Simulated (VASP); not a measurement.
Wanted: the native input for a VASP 6.6.1 run.

| Item | Value |
| --- | --- |
| Task | single point |
| Functional | revPBE |
| Potentials or basis | VASP PAW PBE potentials, release 64 (Mo_sv) |
| Cutoff | 520 eV |
| k mesh | 14 × 14 × 14 |
| Occupations | fermi-dirac, width 0.1 eV |
| Spin | no spin polarisation |
| Dipole correction | no |
| Further INCAR settings | ALGO = Normal; EDIFF = 1e-06; NBANDS = 13 |

The structure of Mo lies in POSCAR:

```
Mo
1.0
    2.5420867018      0.0000000000      0.0000000000
    0.0000000000      2.5420867018      0.0000000000
    0.0000000000      0.0000000000      2.5420867018
Mo
1
Direct
    0.0000000000      0.0000000000      0.0000000000
```

This isn't the form of Mo at room conditions, which is bcc.

One way to write it, as run:

INCAR

```
ALGO = Normal
EDIFF = 1E-6
ENCUT = 520
GGA = RE
ISIF = 2
ISMEAR = -1
LASPH = T
LCHARG = F
LREAL = F
LWAVE = F
NBANDS = 13
NELM = 100
PREC = Accurate
SIGMA = 0.1
```

KPOINTS

```
k-points
0
Gamma
  14 14 14
```

Potentials or basis: VASP PAW PBE potentials, release 64 (Mo_sv).

Command:

```sh
$ cat potpaw_PBE.64/Mo_sv/POTCAR > POTCAR
$ mpirun -np 1 vasp_std > vasp.out
```

It gave:

* Pressure: 17.5 GPa
* Band gap on the k mesh: none (metal or under the smearing width)

Caveat: so large a pressure means that the cell lies far from this level's equilibrium, or that cutoff or potentials fall short; the potentials were made for another functional, which shifts forces and pressure.

Run time: 29 s on 1 thread of Intel(R) Xeon(R) Platinum 8375C CPU @ 2.90GHz (Ice Lake) (shared host), peak memory 0.14 GiB.
